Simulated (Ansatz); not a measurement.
HgTe, DFT, PBEsol, all-electron PAW with datasets made for the crystal, scalar-relativistic (Ansatz 0.2.0), run on 1 thread of Arm Neoverse V1 on a shared host.

The cell is COD entry 1539232, as deposited and not checked against the literature; nothing was relaxed. The listed cell was then made from it by scaling, straining or moving an atom.

Command: `ansatz run input.yaml --threads 1 --pin off --max-ram 3072MiB --backend cpu --events-out ev --progress --plain --runs-dir out`

```yaml
crystal:
  lattice:
    - [0.0, 3.1576958214, 3.1576958214]
    - [3.1576958214, 0.0, 3.1576958214]
    - [3.1576958214, 3.1576958214, 0.0]
  atoms:
    - { symbol: Hg, position: [0.0, 0.0, 0.0] }
    - { symbol: Te, position: [0.75, 0.75, 0.75] }
kpoints:
  mp_grid: { grid: [9, 9, 9] }
scf:
  occupations: { method: fermi_dirac, width: 0.05 }
hamiltonian:
  xc: pbesol
  pseudopotentials: { kind: all_electron, datasets: crystal }
output:
  forces: true
  stress: true
  eigenvalues: true
  efg: { contact_densities: true }
```

(1) How large is the problem that the program sets up?

(2) About how long does it take, and how much memory does it use?

(3) And the same cell and mesh by PAW with the default files, asked for forces, stress, eigenvalues, efg, write_density, write_potential, elf, on the same hardware?

Answers

(1) 35 irreducible k-points, 531 plane waves at Γ, 13 bands.

(2) 8.8 s of wall time for 8 SCF iterations, with a peak of 0.51 GiB. Times on shared machines scatter by tens of per cent.

(3) 8.6 s, peak memory 0.43 GiB.
